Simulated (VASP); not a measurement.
# TiN (Fm-3m) in VASP: band structure with PBE

Aim: the band structure of TiN with PBE.

All numbers are computed with VASP 6.6.1; they aren't measurements. Logs are shortened: lines on timing, memory, paths and dates and some standing lists are left out, and cuts for length are marked.

## Step 1: Starting point

Symmetry: Fm-3m, No. 225, cubic system. Conventional cell: a = 4.250 Å, b = 4.250 Å, c = 4.250 Å, α = 90.00°, β = 90.00°, γ = 90.00°. Ti (site symmetry m-3m) has 6 N at 2.13 Å as nearest neighbours. Around N (site symmetry m-3m) lie 6 Ti at 2.13 Å.

## Step 2: Band structure, PBE

Contents of POSCAR:

```
TiN                                     
1.0
    0.0000000000      2.1251048275      2.1251048275
    2.1251048275      0.0000000000      2.1251048275
    2.1251048275      2.1251048275      0.0000000000
  Ti              N             
     1     1
Direct
     0.0000000000000000    0.0000000000000000    0.0000000000000000
     0.5000000000000000    0.5000000000000000    0.5000000000000000
```

Contents of INCAR.step1:

```
PREC     = Accurate       # precision mode
ENCUT    = 520            # plane-wave cutoff, eV
EDIFF    = 1E-7           # SCF threshold, eV
ISMEAR   = 0              # smearing method
SIGMA    = 0.02           # smearing width, eV
LREAL    = False          # projectors in reciprocal space
LASPH    = True           # aspherical terms in the spheres
NELM     = 100            # most SCF steps
ALGO     = Normal         # electronic algorithm
ISIF     = 2              # what is computed and relaxed
LWAVE    = False          # write WAVECAR
LCHARG   = True           # write CHGCAR
LMAXMIX  = 4              # l up to which the mixer works
GGA      = PE             # functional
NBANDS   = 16             # bands
```

Contents of KPOINTS.step1:

```
regular mesh
0
Gamma
  8 8 8
```

Contents of INCAR.step2:

```
PREC     = Accurate       # precision mode
ENCUT    = 520            # plane-wave cutoff, eV
EDIFF    = 1E-7           # SCF threshold, eV
ISMEAR   = 0              # smearing method
SIGMA    = 0.05           # smearing width, eV
LREAL    = False          # projectors in reciprocal space
LASPH    = True           # aspherical terms in the spheres
NELM     = 100            # most SCF steps
ALGO     = Normal         # electronic algorithm
ISIF     = 2              # what is computed and relaxed
LWAVE    = False          # write WAVECAR
LCHARG   = False          # write CHGCAR
LMAXMIX  = 4              # l up to which the mixer works
GGA      = PE             # functional
NBANDS   = 16             # bands
ICHARG   = 11             # starting density
```

Contents of KPOINTS.step2:

```
path GXWKGLUWLK,UX
15
line-mode
reciprocal
 0.0000000000  0.0000000000  0.0000000000  G
 0.5000000000  0.0000000000  0.5000000000  X

 0.5000000000  0.0000000000  0.5000000000  X
 0.5000000000  0.2500000000  0.7500000000  W

 0.5000000000  0.2500000000  0.7500000000  W
 0.3750000000  0.3750000000  0.7500000000  K

 0.3750000000  0.3750000000  0.7500000000  K
 0.0000000000  0.0000000000  0.0000000000  G

 0.0000000000  0.0000000000  0.0000000000  G
 0.5000000000  0.5000000000  0.5000000000  L

 0.5000000000  0.5000000000  0.5000000000  L
 0.6250000000  0.2500000000  0.6250000000  U

 0.6250000000  0.2500000000  0.6250000000  U
 0.5000000000  0.2500000000  0.7500000000  W

 0.5000000000  0.2500000000  0.7500000000  W
 0.5000000000  0.5000000000  0.5000000000  L

 0.5000000000  0.5000000000  0.5000000000  L
 0.3750000000  0.3750000000  0.7500000000  K

 0.6250000000  0.2500000000  0.6250000000  U
 0.5000000000  0.0000000000  0.5000000000  X
```

Potentials or basis: VASP PAW PBE potentials, release 64 (Ti_sv, N).

On the command line:

```
cat potpaw_PBE.64/Ti_sv/POTCAR potpaw_PBE.64/N/POTCAR > POTCAR
cp INCAR.step1 INCAR
cp KPOINTS.step1 KPOINTS
mpirun -np 1 vasp_std > vasp.out
cp INCAR.step2 INCAR
cp KPOINTS.step2 KPOINTS
mpirun -np 1 vasp_std > vasp.out
```

OUTCAR:

```text
PREC = Accurate
   ENCUT = 520
   EDIFF = 1E-7
   ISMEAR = 0
   LREAL = False
   LASPH = True
   NELM = 100
   ISIF = 2
   GGA = PE
   ICHARG = 11

 ion  position               nearest neighbor table
   1  0.000  0.000  0.000-   2 2.13   2 2.13   2 2.13   2 2.13   2 2.13   2 2.13
   2  0.500  0.500  0.500-   1 2.13   1 2.13   1 2.13   1 2.13   1 2.13   1 2.13

  LATTYP: Found a face centered cubic cell.
 ALAT       =     4.2502096550

  Lattice vectors:

 A1 = (   0.0000000000,   2.1251048275,   2.1251048275)
 A2 = (   2.1251048275,   0.0000000000,   2.1251048275)
 A3 = (   2.1251048275,   2.1251048275,   0.0000000000)

Analysis of symmetry for initial positions (statically):
=====================================================================
 Subroutine PRICEL returns:
 Original cell was already a primitive cell.

 Routine SETGRP: Setting up the symmetry group for a
 face centered cubic supercell.

 Subroutine GETGRP returns: Found 48 space group operations
 (whereof 48 operations were pure point group operations)
 out of a pool of 48 trial point group operations.

The static configuration has the point symmetry O_h .

Analysis of symmetry for dynamics (positions and initial velocities):
=====================================================================
 Subroutine PRICEL returns:
 Original cell was already a primitive cell.

 Routine SETGRP: Setting up the symmetry group for a
 face centered cubic supercell.

 Subroutine GETGRP returns: Found 48 space group operations
 (whereof 48 operations were pure point group operations)
 out of a pool of 48 trial point group operations.

The dynamic configuration has the point symmetry O_h .

 Subroutine INISYM returns: Found 48 space group operations
 (whereof 48 operations are pure point group operations),
 and found     1 'primitive' translations

----------------------------------------------------------------------------------------

                                     Primitive cell

  volume of cell :      19.1942

  direct lattice vectors                    reciprocal lattice vectors
     0.000000000  2.125104827  2.125104827    -0.235282511  0.235282511  0.235282511
     2.125104827  0.000000000  2.125104827     0.235282511 -0.235282511  0.235282511
     2.125104827  2.125104827  0.000000000     0.235282511  0.235282511 -0.235282511

  length of vectors
     3.005352069  3.005352069  3.005352069     0.407521263  0.407521263  0.407521263

  position of ions in fractional coordinates (direct lattice)
     0.000000000  0.000000000  0.000000000
     0.500000000  0.500000000  0.500000000

  ion indices of the primitive-cell ions
   primitive index   ion index
                 1           1
                 2           2

----------------------------------------------------------------------------------------

 KPOINTS: path GXWKGLUWLK,UX

Interpolating k-points between supplied coordinates.

 Line segments in fractional coordinates (reciprocal lattice):
    0.000000  0.000000  0.000000  ...  0.500000  0.000000  0.500000
    0.500000  0.000000  0.500000  ...  0.500000  0.250000  0.750000
    0.500000  0.250000  0.750000  ...  0.375000  0.375000  0.750000
    0.375000  0.375000  0.750000  ...  0.000000  0.000000  0.000000
    0.000000  0.000000  0.000000  ...  0.500000  0.500000  0.500000
    0.500000  0.500000  0.500000  ...  0.625000  0.250000  0.625000
    0.625000  0.250000  0.625000  ...  0.500000  0.250000  0.750000
    0.500000  0.250000  0.750000  ...  0.500000  0.500000  0.500000
    0.500000  0.500000  0.500000  ...  0.375000  0.375000  0.750000
    0.625000  0.250000  0.625000  ...  0.500000  0.000000  0.500000

 Generated    15 points on each line segment, for a total of    150 k-points:

 Following reciprocal coordinates:
            Coordinates               Weight
  0.000000  0.000000  0.000000      0.006667
  0.035714  0.000000  0.035714      0.006667
  0.071429  0.000000  0.071429      0.006667
  0.107143  0.000000  0.107143      0.006667
  0.142857  0.000000  0.142857      0.006667
  0.178571  0.000000  0.178571      0.006667
[... 16 lines left out ...]
  0.500000  0.125000  0.625000      0.006667
  0.500000  0.142857  0.642857      0.006667
 [... further k-points ...]
   k-points           NKPTS =    150   k-points in BZ     NKDIM =    150   number of bands    NBANDS=     16
   number of dos      NEDOS =    301   number of ions     NIONS =      2
   total plane-waves  NPLWV =  13824
   dimension x,y,z NGX =    24 NGY =   24 NGZ =   24
   dimension x,y,z NGXF=    48 NGYF=   48 NGZF=   48
   ions per type =               1   1
   NGX,Y,Z   is equivalent  to a cutoff of  13.28, 13.28, 13.28 a.u.
   NGXF,Y,Z  is equivalent  to a cutoff of  26.55, 26.55, 26.55 a.u.
 SYSTEM =  unknown system
   PREC   = accura    normal or accurate (medium, high low for compatibility)
   ISTART =      0    job   : 0-new  1-cont  2-samecut
   ICHARG =     11    charge: 1-file 2-atom 10-const
   ISPIN  =      1    spin polarized calculation?
   LNONCOLLINEAR =      F non collinear calculations
   LSORBIT =      F    spin-orbit coupling
   LASPH  =      T    aspherical Exc in radial PAW
   ENCUT  =  520.0 eV  38.22 Ry    6.18 a.u.   5.59  5.59  5.59*2*pi/ulx,y,z
   NELM   =    100;   NELMIN=  2; NELMDL=  0     # of ELM steps
   EDIFF  = 0.1E-06   stopping-criterion for ELM
   LREAL  =      F    real-space projection
   EDIFFG = 0.1E-05   stopping-criterion for IOM
   NSW    =      0    number of steps for IOM
   IBRION =     -1    ionic relax: 0-MD 1-quasi-New 2-CG
   NFREE  =      0    steps in history (QN), initial steepest desc. (CG)
   ISIF   =      2    stress and relaxation
   ISYM   =      2    0-nonsym 1-usesym 2-fastsym
   POTIM  = 0.5000    time-step for ionic-motion
   TEBEG  =    0.0;   TEEND  =   0.0 temperature during run
   PSTRESS=    0.0 pullay stress
   NELECT =      17.0000    total number of electrons
   NUPDOWN=      -1.0000    fix difference up-down
   EMIN   =  10.00;   EMAX   =-10.00  energy-range for DOS
   EFERMI =   0.00;   METHOD = LEGACY
   ISMEAR =     0;   SIGMA  =   0.05  broadening in eV -4-tet -1-fermi 0-gaus
   EFERMI_NEDOS =   21; number of points for ismear=-14 and -15
   IALGO  =     38    algorithm
   IMIX   =      4    mixing-type and parameters
     AMIX     =   0.40;   BMIX     =  1.00
     AMIX_MAG =   1.60;   BMIX_MAG =  1.00
  volume/ion in A,a.u.               =       9.60        64.76
  Fermi-wavevector in a.u.,A,eV,Ry     =   1.572175  2.970979 33.629970  2.471733
  Thomas-Fermi vector in A             =   2.673648
   LORBIT       =      0    0 simple, 1 ext, 2 COOP (PROOUT), +10 PAW based schemes
   GGA     = PE    functional components
   LHFCALC =     F    Hartree Fock is set to
   AEXX    =    0.0000 exact exchange contribution
   IVDW    =     0    specifies the selected vdW correction
   LEPSILON=     F    determine dielectric tensor
   LRPA    =     F    only Hartree local field effects (RPA)
 non-spin polarized calculation
 Gauss-broadening in eV      SIGMA  =   0.05
  energy-cutoff  :      520.00
  volume of cell :       19.19
 maximum number of plane-waves:       534
 NGX is ok and might be reduce to    24

 number of electron      17.0000002 magnetization

 Free energy of the ion-electron system (eV)
  ---------------------------------------------------
  ext. energy  EPLUGINS =         0.00000000
  ---------------------------------------------------
  free energy    TOTEN  =       -18.91277255 eV

  energy without entropy =      -18.91141121  energy(sigma->0) =      -18.91209188

 E-fermi :  11.0719     XC(G=0): -12.9865

 val. band max:       11.0438536928   @ k =   0.1071   0.1071   0.1071
 cond. band min:      11.0767630075   @ k =   0.0536   0.0536   0.1071
 fundamental gap:      0.0329093147
 Fermi energy:        11.0718530748

 k-point     1 :       0.0000    0.0000    0.0000
  band No.  band energies     occupation
      1     -46.4966      2.00000
      2     -22.4812      2.00000
      3     -22.4812      2.00000
      4     -22.4812      2.00000
      5      -5.7053      2.00000
      6       9.3210      2.00000
[... 8 lines left out ...]
     15      24.5244      0.00000
     16      31.0332      0.00000

 k-point     2 :       0.0357    0.0000    0.0357
  band No.  band energies     occupation
      1     -46.4951      2.00000
      2     -22.4891      2.00000
      3     -22.4837      2.00000
      4     -22.4837      2.00000
      5      -5.6724      2.00000
      6       9.0132      2.00000
[... 8 lines left out ...]
     15      24.5529      0.00000
     16      30.9209      0.00000

 k-point     3 :       0.0714    0.0000    0.0714
  band No.  band energies     occupation
      1     -46.4905      2.00000
      2     -22.5121      2.00000
      3     -22.4912      2.00000
      4     -22.4912      2.00000
      5      -5.5766      2.00000
      6       8.3410      2.00000
[... 8 lines left out ...]
     15      24.6331      0.00000
     16      30.6180      0.00000

 k-point     4 :       0.1071    0.0000    0.1071
  band No.  band energies     occupation
      1     -46.4831      2.00000
      2     -22.5485      2.00000
      3     -22.5031      2.00000
      4     -22.5031      2.00000
      5      -5.4261      2.00000
      6       7.5801      2.00000
[... 8 lines left out ...]
     15      24.7513      0.00000
     16      30.2049      0.00000
[... 324 lines left out ...]
 k-point    22 :       0.5000    0.1071    0.6071
  band No.  band energies     occupation
      1     -46.3721      2.00000
      2     -22.9684      2.00000
      3     -22.7173      2.00000
      4     -22.6898      2.00000
      5      -4.1312      2.00000
      6       5.5821      2.00000
[... 8 lines left out ...]
     15      22.9906      0.00000
     16      24.9022      0.00000

 k-point    23 :       0.5000    0.1250    0.6250
  band No.  band energies     occupation
      1     -46.3720      2.00000
      2     -22.9565      2.00000
      3     -22.7294      2.00000
      4     -22.6921      2.00000
      5      -4.0815      2.00000
      6       5.5993      2.00000
[... 8 lines left out ...]
     15      22.9800      0.00000
     16      24.6833      0.00000

 k-point    24 :       0.5000    0.1429    0.6429
  band No.  band energies     occupation
      1     -46.3720      2.00000
      2     -22.9432      2.00000
      3     -22.7430      2.00000
      4     -22.6944      2.00000
      5      -4.0309      2.00000
      6       5.6216      2.00000
[... 8 lines left out ...]
     15      23.0809      0.00000
     16      24.4622      0.00000

 [... further k-points ...]

------------------------ aborting loop because EDIFF is reached ----------------------------------------

  FORCE on cell =-STRESS in cart. coord.  units (eV):
  Direction    XX          YY          ZZ          XY          YZ          ZX
  --------------------------------------------------------------------------------------
  -------------------------------------------------------------------------------------
  Total        1.3694428      1.3694428      1.3694428      0.0000000     -0.0000000      0.0000000
  in kB      114.3097838    114.3097838    114.3097838      0.0000000     -0.0000000      0.0000000
  external PRESSURE =     114.3097838 kB  Pullay stress =       0.0000000 kB

 VOLUME and BASIS-vectors are now :
 -----------------------------------------------------------------------------
  energy-cutoff  :      520.00
  volume of cell :       19.19
      direct lattice vectors                 reciprocal lattice vectors
     0.000000000  2.125104827  2.125104827    -0.235282511  0.235282511  0.235282511
     2.125104827  0.000000000  2.125104827     0.235282511 -0.235282511  0.235282511
     2.125104827  2.125104827  0.000000000     0.235282511  0.235282511 -0.235282511

 POSITION                                       TOTAL-FORCE (eV/Angst)
 -----------------------------------------------------------------------------------
      0.00000      0.00000      0.00000         0.000000     -0.000000     -0.000000
      2.12510      2.12510      2.12510        -0.000000      0.000000      0.000000
 -----------------------------------------------------------------------------------
    total drift:                                0.000000     -0.000000     -0.000000

  FREE ENERGIE OF THE ION-ELECTRON SYSTEM (eV)
  ---------------------------------------------------
  free  energy   TOTEN  =       -18.9127725515 eV

  energy  without entropy=      -18.9114112145  energy(sigma->0) =      -18.91209188
```

Wall time 42 s (1 thread of AMD EPYC 7R13 (Zen 3), shared host); peak memory 0.14 GiB.

What came out:

* Band gap along the path: none (metal or under the smearing width)

Levels at the corners of the path, in eV from the Fermi level:
| point | band 5 | band 6 | band 7 | band 8 | band 9 | band 10 | band 11 | band 12 |
| --- | --- | --- | --- | --- | --- | --- | --- | --- |
| Γ | -17.10 | -2.08 | -2.08 | -2.08 | -0.63 | -0.63 | -0.63 | 0.55 |
| X | -15.69 | -5.85 | -3.26 | -3.26 | -3.06 | 1.60 | 2.34 | 2.34 |
| X | -15.69 | -5.85 | -3.26 | -3.26 | -3.06 | 1.60 | 2.34 | 2.34 |
| W | -15.24 | -5.49 | -5.49 | -5.37 | 0.89 | 0.89 | 2.34 | 3.06 |
| W | -15.24 | -5.49 | -5.49 | -5.37 | 0.89 | 0.89 | 2.34 | 3.06 |
| K | -15.28 | -5.82 | -5.74 | -4.48 | -0.49 | 1.94 | 2.27 | 3.52 |
| K | -15.28 | -5.82 | -5.74 | -4.48 | -0.49 | 1.94 | 2.27 | 3.52 |
| Γ | -17.10 | -2.08 | -2.08 | -2.08 | -0.63 | -0.63 | -0.63 | 0.55 |
| Γ | -17.10 | -2.08 | -2.08 | -2.08 | -0.63 | -0.63 | -0.63 | 0.55 |
| L | -14.67 | -8.07 | -5.48 | -5.48 | 1.65 | 1.65 | 2.31 | 5.66 |
| L | -14.67 | -8.07 | -5.48 | -5.48 | 1.65 | 1.65 | 2.31 | 5.66 |
| U | -15.28 | -5.82 | -5.74 | -4.48 | -0.49 | 1.94 | 2.27 | 3.52 |
| U | -15.28 | -5.82 | -5.74 | -4.48 | -0.49 | 1.94 | 2.27 | 3.52 |
| W | -15.24 | -5.49 | -5.49 | -5.37 | 0.89 | 0.89 | 2.34 | 3.06 |
| W | -15.24 | -5.49 | -5.49 | -5.37 | 0.89 | 0.89 | 2.34 | 3.06 |
| L | -14.67 | -8.07 | -5.48 | -5.48 | 1.65 | 1.65 | 2.31 | 5.66 |
| L | -14.67 | -8.07 | -5.48 | -5.48 | 1.65 | 1.65 | 2.31 | 5.66 |
| K | -15.28 | -5.82 | -5.74 | -4.48 | -0.49 | 1.94 | 2.27 | 3.52 |
| U | -15.28 | -5.82 | -5.74 | -4.48 | -0.49 | 1.94 | 2.27 | 3.52 |
| X | -15.69 | -5.85 | -3.26 | -3.26 | -3.06 | 1.60 | 2.34 | 2.34 |

Caveat: the log is that of the step along the path at fixed density, whose energy, stress, charges and moments have no meaning.
